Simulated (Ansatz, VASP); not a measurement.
MnO: VASP beside Ansatz

The input INCAR:

```
PREC = Accurate
ENCUT = 520
EDIFF = 1E-7
ISMEAR = -1
SIGMA = 0.05
LREAL = False
LASPH = True
NELM = 120
ALGO = Normal
ISIF = 2
LWAVE = False
LCHARG = False
ISPIN = 2
MAGMOM = 4 0
LORBIT = 11
LMAXMIX = 4
GGA = PS
NBANDS = 20
```

The input KPOINTS:

```
Automatic mesh
0
Gamma
  10 10 10
```

POSCAR

```
MnO
1.0
    0.0000000000      2.2239077028      2.2239077028
    2.2239077028      0.0000000000      2.2239077028
    2.2239077028      2.2239077028      0.0000000000
Mn O
1 1
Direct
    0.0000000000      0.0000000000      0.0000000000
    0.5000000000      0.5000000000      0.5000000000
```

The input input.yaml:

```yaml
crystal:
  lattice:
    - [0.0, 2.2239077028, 2.2239077028]
    - [2.2239077028, 0.0, 2.2239077028]
    - [2.2239077028, 2.2239077028, 0.0]
  atoms:
    - { symbol: Mn, position: [0.0, 0.0, 0.0], spin: 4.0 }
    - { symbol: O, position: [0.5, 0.5, 0.5] }
hamiltonian:
  xc: pbesol
  pseudopotentials: { kind: paw }
magnetization:
  spin_polarized: true
kpoints:
  mp_grid: { grid: [10, 10, 10] }
scf:
  occupations: { method: fermi_dirac, width: 0.05 }
output:
  forces: true
  stress: true
  eigenvalues: true
```

The cell is a database's computed one.

Alike in both runs: task single point; functional PBEsol; k mesh 10 × 10 × 10; occupations fermi-dirac, width 0.05 eV; collinear spin, ferromagnetic start.

|  | VASP | Ansatz |
| --- | --- | --- |
| version | VASP 6.6.1 | Ansatz 0.2.0 |
| potentials or method | VASP PAW PBE potentials, release 64 (Mn_pv, O) | Ansatz PAW |
| plane-wave cutoff (eV) | 520 | 420 |
| valence electrons in the cell | 19 | 21 |

Ansatz gave:

```
gap on the k mesh at the Fermi level (eV)                     : none
pressure (GPa)                                                : -7.2
net moment per atom (μB)                                      : 2.38
size of the moment on the site where the two differ most (μB) : 4.03
```

Estimate VASP's values.

gap on the k mesh at the Fermi level (eV): none; pressure (GPa): -6.9; net moment per atom (μB): 2.38; size of the moment on the site where the two differ most (μB): 4.32.

Site moments also hang on the region over which each program counts them. A gap of «none» marks a metal or a gap that the smearing closes. With one functional, cell and mesh, what is left measures potentials, basis and numerics. The two sets of potentials don't hold the same shells in valence.

Caveats: a cell with one magnetic atom can't hold antiferromagnetic order, which such compounds often take; semilocal functionals often make such compounds metallic where correlation or magnetic order opens a gap, which also shifts bond lengths; the PAW data sets were made with another functional, which shifts forces and pressure a little (VASP); the pressure holds a Pulay correction of +0.6 GPa for the finite cutoff (Ansatz); the PAW data sets come from PBE, with cores solved anew for the run's functional, which leaves a small shift of forces and pressure (Ansatz). With open d or f shells a metallic result of PBEsol can be an artefact of self-interaction; +U or a hybrid may open a gap.
